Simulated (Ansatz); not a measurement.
# RbCl: levels along high-symmetry lines

```
CELL_PARAMETERS angstrom
0.00000 3.27400 3.27400
3.27400 0.00000 3.27400
3.27400 3.27400 0.00000
ATOMIC_POSITIONS crystal
Rb 0.00000 0.00000 0.00000
Cl 0.50000 0.50000 0.50000
```

Atom numbers follow the list: Rb1, Cl2.

The cell is COD entry 8103714, as deposited and not checked against the literature; nothing was relaxed. It differs from other determinations.

Method: DFT, PBEsol, all-electron LAPW, scalar-relativistic (Ansatz 0.2.0).

Settings: a Γ-centred 7×7×7 k mesh, Fermi–Dirac smearing of 0.02 eV, basis error target 1 meV/atom, no spin polarisation.

Points in fractions of the reciprocal vectors of this cell: Γ (0, 0, 0), X (0.5, 0, 0.5), U (0.625, 0.25, 0.625), K (0.375, 0.375, 0.75), L (0.5, 0.5, 0.5), W (0.5, 0.25, 0.75). The path joins them by straight lines in the order Γ–X–U–K–Γ–L–W–X; legs that retrace an earlier one aren't tabulated. Energies are in eV from the top of the valence band.

Is there a gap, and where are the band edges?

4.89 eV, direct at Γ.

List the levels between -5 and 5 eV at the symmetry points.


Γ: 0.00 (×3), 4.89
X: -0.33, -0.10 (×2)
U: -0.42, -0.29, -0.23
K: -0.42, -0.29, -0.23
L: -0.91, -0.36 (×2)
W: -0.47, -0.24 (×2)
